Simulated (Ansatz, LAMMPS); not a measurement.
# Structural relaxation of a frame of liquid Al2O3 from 2363 K (130 atoms), part 3 of 3

How does a frame of liquid Al2O3 from 2363 K (130 atoms) relax, and what do bonds, charges and levels look like afterwards?

Ansatz 0.2.0; Kohn-Sham DFT, PBE, PAW (set soft_2), plane waves.

The cell: 52 Al and 78 O. The network of bonds at the start is that of the classical potential that made the cell. Sampling is at Γ alone, for a cell whose shortest periodic width is 11 Å.

So far, density (g/cm³): step 5 (structure statistics after relaxation) 2.93.

## (6) Single point at the relaxed geometry

One more single point at the end of the walk gives the fuller output and checks the residual forces.

Contents of input.yaml:

```yaml
crystal:
  lattice:
    - [11.4492, 0.0, 0.0]
    - [0.0, 11.4492, 0.0]
    - [0.0, 0.0, 11.4492]
  atoms:
    - { symbol: Al, position: [0.69309, 0.83498, 0.02117] }
    - { symbol: Al, position: [0.17457, 0.23886, 0.56526] }
    - { symbol: Al, position: [0.98526, 0.11428, 0.81323] }
    - { symbol: Al, position: [0.64969, 0.7407, 0.42382] }
    - { symbol: Al, position: [0.05602, 0.83145, 0.75521] }
    - { symbol: Al, position: [0.4162, 0.60049, 0.10071] }
    - { symbol: Al, position: [0.63065, 0.92728, 0.26896] }
    - { symbol: Al, position: [0.78371, 0.2688, 0.46525] }
    - { symbol: Al, position: [0.24038, 0.38635, 0.09278] }
    - { symbol: Al, position: [0.6715, 0.62455, 0.20561] }
    - { symbol: Al, position: [0.2318, 0.38718, 0.39781] }
    - { symbol: Al, position: [0.88224, 0.50628, 0.07015] }
    - { symbol: Al, position: [0.56318, 0.94736, 0.79274] }
    - { symbol: Al, position: [0.4641, 0.27563, 0.47745] }
    - { symbol: Al, position: [0.17735, 0.19569, 0.22915] }
    - { symbol: Al, position: [0.99391, 0.47063, 0.46936] }
    - { symbol: Al, position: [0.72928, 0.15372, 0.70074] }
    - { symbol: Al, position: [0.75601, 0.00153, 0.52155] }
    - { symbol: Al, position: [0.20574, 0.60809, 0.27882] }
    - { symbol: Al, position: [0.65189, 0.22957, 0.27665] }
    - { symbol: Al, position: [0.3925, 0.58592, 0.48429] }
    - { symbol: Al, position: [0.22532, 0.0122, 0.75684] }
    - { symbol: Al, position: [0.40853, 0.385, 0.91166] }
    - { symbol: Al, position: [0.47062, 0.59475, 0.82763] }
    - { symbol: Al, position: [0.97976, 0.57432, 0.73254] }
    - { symbol: Al, position: [0.25283, 0.70731, 0.71415] }
    - { symbol: Al, position: [0.82148, 0.91871, 0.81169] }
    - { symbol: Al, position: [0.62301, 0.47314, 0.46072] }
    - { symbol: Al, position: [0.50222, 0.37449, 0.17863] }
    - { symbol: Al, position: [0.68348, 0.33815, 0.98594] }
    - { symbol: Al, position: [0.2184, 0.01407, 0.40408] }
    - { symbol: Al, position: [0.94378, 0.2626, 0.0244] }
    [... 92 atom lines left out ...]
    - { symbol: O, position: [0.45913, 0.92392, 0.90679] }
    - { symbol: O, position: [0.26823, 0.74391, 0.29724] }
    - { symbol: O, position: [0.22988, 0.40331, 0.9294] }
    - { symbol: O, position: [0.99708, 0.42255, 0.77933] }
    - { symbol: O, position: [0.64312, 0.32489, 0.41769] }
    - { symbol: O, position: [0.72092, 0.3187, 0.71659] }
kpoints:
  mp_grid: { grid: [1, 1, 1] }
hamiltonian:
  xc: pbe
scf:
  occupations: { method: fermi_dirac, width: 0.204 }
output:
  forces: true
  stress: true
  populations: true
  dos:
    method: { smearing: { sigma: 0.1 } }
    de: 0.1
    projected: { site_lists: { Al: [Al], O: [O] } }
  eigenvalues: true
  write_density: true
  write_potential: true
  volumetric_format: npy
```

Launch:

```sh
ansatz run input.yaml --threads 4 --pin off --max-ram 8192MiB --backend cpu --events-out ev --progress --plain --runs-dir out
```

Numbers of over 12 decimals in the logs are rounded to 6 here.

The program printed:

```text
[...]
Crystal: 130 atoms, lattice volume = 1500.809 Å³
Basis set: ecut = 420 eV, 29423 PW (Γ), exchange–correlation on 160×160×160 points (8 copies of the dense FFT grid, shifted against one another)
Bands: 460, of which v1, the nominal top of the filled ones, is band 312 counted from 1 (311 counted from 0)
Symmetry: 1 space group operations
[...]
k-points: 1
[...]
SCF iter   1: F=—  HF=-72383.217249 eV  |F-HF|=—  |Δ(HF+E_count)|=         —  Δρ=2.28e-3  dr2=1.04e-1  ethr=1.77e-3  ⟨swp⟩=5.0  Hψ=1966  notcnv=0  defer=54
[...]
SCF iter   9: F=-72383.214547 eV  HF=-72383.214547 eV  |F-HF|=1.33e-8  |Δ(HF+E_count)|=   1.40e-8  Δρ=2.50e-6  dr2=7.33e-8  ethr=1.60e-11  ⟨swp⟩=19.0  Hψ=3940  notcnv=0
SCF 1 converged in 9 iterations: F = -72383.214547 eV  dr2 = 7.33e-8
[...]
SCF converged after 9 iterations
Free energy (F): -72383.214547 eV
[...]
Internal energy: -72383.210265 eV  (E = F + TS)
E sigma→0 (E₀):  -72383.212406 eV
Entropy (-TS):   -0.004282 eV (-0.033 meV/atom)
Fermi energy:    6.430597 eV
[...]
--- Forces (eV/Å), atoms counted from 1 ---
  atom   1  Al     0.00363604     0.00235757     0.00110894
  atom   2  Al     0.00058029    -0.00162688     0.00202861
  atom   3  Al     0.00155767    -0.00171019     0.00356289
  atom   4  Al     0.00131535     0.00104452     0.00012724
  atom   5  Al     0.00150305    -0.00041087     0.00093043
  atom   6  Al     0.00361470    -0.00211481     0.00187788
  atom   7  Al     0.00371916     0.00095972     0.00129680
  atom   8  Al     0.00235472    -0.00245356     0.00249406
  atom   9  Al     0.00119953     0.00093702     0.00142429
  atom  10  Al     0.00012695     0.00009495    -0.00047334
  atom  11  Al    -0.00134419     0.00102111    -0.00408032
  atom  12  Al     0.00083513    -0.00959851    -0.00388116
  atom  13  Al     0.00112629     0.00370545    -0.00158065
  atom  14  Al     0.00200338    -0.00355120    -0.00008790
[...]
atom 129  O     -0.00005820    -0.00051306    -0.00026344
  atom 130  O     -0.00060632     0.00056490    -0.00059113
  max |Σ_I F_I| component: 2.47e-4 eV/Å
--- Stress (GPa, compression-positive) ---
       -0.502238      -3.464106       0.628944
       -3.464102       1.296965       1.727545
        0.628955       1.727559      -2.376865
  P = ⅓ Tr σ = -0.5274 GPa (-5.274 kbar)
--- Band table (eV) ---
[...]
--- Löwdin populations: 130 sites ---
  site symbol       q [e]
     0     Al      1.6353
     1     Al      1.6094
     2     Al      1.6562
[...]
129      O      6.8195
  spilling = 0.008460 (of n_electrons = 624.000000)
```

The job ended after 28 s (4 threads of Arm Neoverse V2, shared host; peak memory 2.1 GiB; 1.8 min of CPU time).

Numbers from this run:

| Item | Value |
| --- | --- |
| free energy | -72383.2145 eV |
| free energy per atom | -556.7940 eV/atom |
| SCF cycles | 9 |
| pressure | -0.5274 GPa |
| r.m.s. force component | 0.0026 eV/Å |
| longest force | 0.02182 eV/Å |
| Fermi energy | 6.431 eV |
| gap (highest filled to lowest empty level) | 3.41 eV |
| spilling of the projection | 0.00846 |

Löwdin charges by element and coordination (they lack the spilled electrons, 0.041 e an atom on average):

```csv
element,coordination,atoms,mean charge (e),spread,least,most
Al,all,52,1.35,0.0265,1.28,1.40
Al,4,36,1.36,0.0181,1.32,1.40
Al,5,11,1.34,0.0144,1.31,1.36
Al,6,5,1.30,0.0114,1.28,1.31
O,all,78,-0.833,0.016,-0.878,-0.795
O,2,8,-0.861,0.0087,-0.878,-0.847
O,3,67,-0.831,0.0125,-0.865,-0.808
O,4,3,-0.807,0.0117,-0.823,-0.795
```

Density of states as counts of states in windows of 1 eV (from the Fermi level), total and the larger projections:

```csv
from (eV),to (eV),total,O p,Al p,Al s
-14,-9,0.0,0.0,0.0,0.0
-9,-8,17.7,13.2,1.1,3.0
-8,-7,52.8,39.7,4.2,7.3
-7,-6,63.3,49.4,8.8,3.2
-6,-5,76.6,63.9,9.0,1.8
-5,-4,90.5,80.8,6.7,0.9
-4,-3,91.9,86.3,3.2,0.4
-3,-2,69.4,66.4,1.6,0.1
-2,-1,5.7,5.4,0.1,0.0
-1,1,0.0,0.0,0.0,0.0
1,2,2.0,0.0,0.1,1.2
2,3,0.1,0.0,0.0,0.0
3,4,12.5,2.0,4.4,3.2
4,5,27.0,4.2,12.4,4.8
```

Between -21 and -14 eV lie 156 more states.

The levels nearest the highest filled one (over half full), pooled over k-points and spins:

```csv
level less the highest filled one (eV),occupation
-0.270,2
-0.185,2
-0.170,2
-0.133,2
-0.066,2
0,2
3.41,0.001
4.99,0
5.19,0
5.19,0
5.27,0
5.39,0
```

Electrostatic potential energy in the bc plane at fractional x = 0.454, with atoms of Al and O within 0.2 Å of it. With pseudopotentials it is smooth inside the atoms' cores, unlike the true potential.

Values in eV, 13 rows by 16 columns, each cell a mean:
```
 10  10   9  10   8  -3  -7  -2 -28 -11   7   6  -1   0 -12  -6
 10   9   7   7   7  -4  -8   1  -3  -6  -5   5   5   5 -17 -12
  7   1  -7  -7   3   6   0 -19  -9  -6  -7   6  10   9   8   6
  8   0  -7  -7   2   8   2 -16   2   3   5   9  11  11  10   8
 -1   4   3   1 -14   7  10  11  11  10  10  11  11  11   7   1
 -7  -1   8   5  -3   4  10  10   7   3   7  11  11  11   4  -7
 -4 -17 -12  -6  -4  -7  -6 -24  -4 -10  -2  -4   7   9   6  -3
  8 -12  -9   0  -6  -1   2  -8   4   0   0 -23  -6   0   6   8
  1  -6  -4   0 -13   6  10  10  10   9  10   7  -1  -4  -4   3
 -3  -5  -8  -3 -19  -2   1   7  10  10   9   9   8   5 -27 -17
  4  -1   4   9   6  -8 -11   1   4   0   2   9  10   7  -4  -3
 -4 -19   6  11   8  -3  -2   5  -2  -9  -8 -11 -13   0  -6  -6
  7   7   9  10  10   4   6   8  -7  -6   1 -11 -16   2  -5  -3
```
Columns run along b (11.4 Å; values clipped at the 3rd and 97th percentile), rows up along c (11.4 Å). Atoms in or near the plane, at fractional coordinates: Al at (0.28, 0.48), Al at (0.59, 0.83), Al at (0.93, 0.10), Al at (0.17, 0.75), Al at (0.10, 0.28), O at (0.75, 0.07), O at (0.45, 0.47), O at (0.46, 0.76), O at (0.53, 0.97), O at (0.92, 0.27), O at (0.11, 0.46), O at (0.92, 0.91).

Valence density in the bc plane at fractional x = 0.454, with atoms of Al and O within 0.2 Å of it. It is the smooth field of the valence electrons, not physical close to the nuclei.

Ten steps, logarithmic in the rise over the least value, from '0' (0.0 e/Å³) to '9' (6.5 e/Å³), each cell a mean:
```
21000111112222469986322333335664
31001233322222358875311122358996
31001344433222334543222222358997
21012344432234444311233221235664
11112233221246786421233211012332
11221111221247997531111100001111
12222123432236886421000000012222
22322235664323443110000000124443
32221236776311110000000000134554
11211124664211110001110000023443
12333223333223332211111100011221
24676532112346775321234431001111
35899742111358996422467764211111
24798642112347875322468975211111
13455433332223442111356764222211
22233235664211110000123332234543
32111357996310000000001111357886
42111347886421112211000001258997
32222234554311223432100000246875
34443211222222234443211111123443
46775310124443223432234554322112
46886310135654222221247897531112
34554210135653223443247998532112
22222100123433347874335776433332
```
Columns run along b (11.4 Å), rows up along c (11.4 Å). Atoms in or near the plane, at fractional coordinates: Al at (0.28, 0.48), Al at (0.59, 0.83), Al at (0.93, 0.10), Al at (0.17, 0.75), Al at (0.10, 0.28), O at (0.75, 0.07), O at (0.45, 0.47), O at (0.46, 0.76), O at (0.53, 0.97), O at (0.92, 0.27), O at (0.11, 0.46), O at (0.92, 0.91).

Mean Löwdin charges: Al +1.35, O -0.83 e (they miss 0.85 % of the electrons, so they add up to more than the cell's charge). The largest share in the top eV of filled states is O p (97 % of the projected weight), and in the lowest eV of empty states Al s (62 % of the projected weight).

A closer look about O104, which has 2 bonded neighbours where the commonest count for O is 3: 17 atoms, nearest first, numbered in the order of the input, with positions taken from that point.

```csv
atom,x,y,z,distance (Å),bonds,Löwdin charge (e)
O104,0.00,0.00,0.00,0.00,2,-0.85
Al27,-0.98,1.40,0.23,1.72,4,1.32
Al5,1.70,0.40,-0.42,1.80,6,1.28
O82,2.05,0.33,1.55,2.59,3,-0.83
O77,1.10,0.53,-2.32,2.62,3,-0.82
Al39,0.72,-0.41,2.50,2.63,4,1.37
O100,2.25,-1.48,-0.50,2.74,3,-0.84
O120,-0.94,-2.57,-0.26,2.75,3,-0.82
Al25,0.83,-2.55,-0.68,2.76,4,1.38
O64,0.06,-1.98,2.07,2.86,3,-0.83
O61,-2.56,0.94,0.89,2.87,3,-0.84
O81,-0.67,0.69,2.78,2.95,3,-0.84
O74,-0.15,2.64,1.30,2.95,3,-0.83
O60,-1.52,2.23,-1.27,2.98,3,-0.82
O114,1.83,2.41,-0.58,3.08,3,-0.82
Al43,0.05,-0.73,-3.03,3.12,4,1.36
Al48,-1.81,-2.13,1.40,3.13,5,1.34
```

The column of bonds counts only the pairs O-Al within 2.43 Å; other neighbours, such as metal atoms beside each other in a compound, aren't counted, and periodic images can show an atom twice.

## (7) Another setting: accuracy = "low" and basis.ecutrho_ratio = 12

Changed here: accuracy = "low" and basis.ecutrho_ratio = 12.

input.yaml, the sections that differ from step 6:

```yaml
crystal:
  lattice:
    - [11.4492, 0.0, 0.0]
    - [0.0, 11.4492, 0.0]
    - [0.0, 0.0, 11.4492]
  atoms:
    [... the 130 atom lines of step 3 ...]
output:
  forces: true
  stress: true
  populations: true
  dos:
    method: { smearing: { sigma: 0.08 } }
    de: 0.1
    projected: { site_lists: { Al: [Al], O: [O] } }
  eigenvalues: true
accuracy: low
basis:
  ecutrho_ratio: 12
# kpoints, hamiltonian, scf: as in step 6
```

The program printed:

```text
[...]
Crystal: 130 atoms, lattice volume = 1500.809 Å³
Basis set: ecut = 420 eV, 29423 PW (Γ), exchange–correlation on 270×270×270 points (8 copies of the dense FFT grid, shifted against one another)
Bands: 460, of which v1, the nominal top of the filled ones, is band 312 counted from 1 (311 counted from 0)
Symmetry: 1 space group operations
[...]
k-points: 1
[...]
SCF iter   1: F=—  HF=-72330.042513 eV  |F-HF|=—  |Δ(HF+E_count)|=         —  Δρ=3.36e-3  dr2=2.45e-1  ethr=1.77e-3  ⟨swp⟩=5.0  Hψ=1949  notcnv=0  defer=68
[...]
SCF iter  10: F=-72330.009962 eV  HF=-72330.009962 eV  |F-HF|=6.52e-8  |Δ(HF+E_count)|=   9.37e-8  Δρ=2.15e-6  dr2=7.34e-8  ethr=1.60e-11  ⟨swp⟩=19.0  Hψ=2634  notcnv=0
SCF 1 converged in 10 iterations: F = -72330.009962 eV  dr2 = 7.34e-8
[...]
SCF converged after 10 iterations
Free energy (F): -72330.009962 eV
[...]
Internal energy: -72329.834989 eV  (E = F + TS)
E sigma→0 (E₀):  -72329.922475 eV
Entropy (-TS):   -0.174973 eV (-1.346 meV/atom)
Fermi energy:    6.483819 eV
[...]
--- Forces (eV/Å), atoms counted from 1 ---
  atom   1  Al     0.51913257     2.69912481     0.76927613
  atom   2  Al     0.52493256    -2.81957093    -8.85257342
  atom   3  Al    -0.19374497    -2.34310736    -0.66763883
  atom   4  Al     1.70997546     2.02491155     0.12214152
  atom   5  Al     2.17832014     3.15347771    -0.50132774
  atom   6  Al    -2.18339813     0.89256801     2.44161572
  atom   7  Al    -3.85683225    -0.93069285     0.95084251
  atom   8  Al    -2.20310811    -3.04229108    -0.12783329
  atom   9  Al    -0.68373947     0.51759208     0.66469008
  atom  10  Al     4.81367593     3.77461901     0.64242294
  atom  11  Al    -0.50177218    -0.61823303     2.11458764
  atom  12  Al    -1.79774642    -2.59714309     0.79845237
  atom  13  Al    -0.78931826     2.30682576    -1.88961585
  atom  14  Al     2.07950935    -2.05847862     1.61232891
[...]
atom 129  O     -1.18499920     1.87196443     0.55339302
  atom 130  O      0.34534232    -0.56162240    -0.36995123
  max |Σ_I F_I| component: 4.61e-5 eV/Å
--- Stress (GPa, compression-positive) ---
        1.449425      -1.320745       2.274564
       -1.320736       7.055537       2.135572
        2.274567       2.135569       6.440411
  P = ⅓ Tr σ = 4.9818 GPa (49.818 kbar)
--- Band table (eV) ---
[...]
--- Löwdin populations: 130 sites ---
  site symbol       q [e]
     0     Al      1.6858
     1     Al      1.5848
     2     Al      1.6881
[...]
129      O      6.7743
  spilling = 0.008719 (of n_electrons = 624.000000)
```

It took 35 s on 4 threads; peak memory 3.4 GiB; 2.3 min of CPU time.

Forces differ from those of the single point at the start by 0.012 meV/Å r.m.s., 5.0e-4 % of their size. It took 1.1 times the reference's time (shared host, so rough).

## (8) Results

```json
{"energy change in the relaxation": "-409.3 meV/atom", "r.m.s. displacement": "0.481 Å", "largest displacement": "1.29 Å", "free energy per atom": "-556.7940 eV/atom", "pressure": "-0.5274 GPa", "r.m.s. force component": "0.0026 eV/Å", "gap (highest filled to lowest empty level)": "3.41 eV", "wall time of the 4 DFT runs": "5.5 min"}
```

In words: Relaxation lowers the energy by 409 meV/atom and moves atoms by 0.48 Å r.m.s.; the r.m.s. force component goes from 2.6 to 0.0026 eV/Å, the pressure goes from 5.0 to -0.53 GPa, and the gap from 1.44 to 3.41 eV. By the final cutoffs 13 of 230 bonded pairs parted and 12 joined. First to last step the energy falls by 53.205 eV; the largest move, 1.29 Å, is that of Al32. The O-Al bonds go from 1.888 Å (spread 0.212) to 1.840 Å (spread 0.096), and their number from 230 to 229. With the cutoffs above, 69 % of Al atoms have 4 and 86 % of O atoms have 3 bonded neighbours. 10 % of the oxygens bridge two formers (Al) and 0 % are non-bridging; 86 % join three; 4 % join four. Between filled and empty levels lie 3.41 eV (at Γ alone); a semilocal functional tends to put such gaps too low. In a disordered cell it changes from sample to sample and from frame to frame.

**Limits.** The network of bonds at the start is that of the classical potential that made the cell; in DFT 13 of its 230 bonded pairs passed out of the cutoffs and 12 came within them. The stress is far from hydrostatic: its diagonal is -0.5, 1.3, -2.4 GPa, compression counted positive.

[Logs are printed without paths, hosts, clocks, repeated set-up lines and the standing remarks that a program may print on its own settings, such as how far it seeks lower states.]

[Hosts, paths, dates, database ids (printed as entryN), source tags and the programs' standing remarks are cut or masked in the printed files.]
